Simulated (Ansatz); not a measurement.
Rb and the effect of the dispersion correction

The cell as given:

The structure is cubic, space group Im-3m (No. 229). The conventional cell has a = 5.605 Å, b = 5.605 Å, c = 5.605 Å, α = 90.00°, β = 90.00°, γ = 90.00°.

Kept alike: task relaxation of cell and atoms; functional revPBE; k mesh 7 × 7 × 7; occupations fermi-dirac, width 0.05 eV; no spin polarisation. Program: Ansatz, Ansatz PAW, cutoff 420 eV. The mesh is that of the run's cell of 1 atom. No spin-orbit coupling.

```csv
dispersion correction,volume (Å³/atom)
D3(BJ),89.556
D4,93.692
none,98.828
```

The relaxations keep at least the cell's symmetry (Im-3m). For a metal such a mesh leaves the last digits unconverged. Relaxations stop with a little pressure left, so the last digits of a volume or edge aren't settled. All rows use potentials made for PBE.

What does the dispersion correction change here?

The volume runs from 89.556 (D3(BJ)) to 98.828 Å³/atom (none). Against no correction: D3(BJ) -9.4 %; D4 -5.2 %. Dispersion terms mostly attract and so lower the volume; the schemes' coefficients and damping set how far.
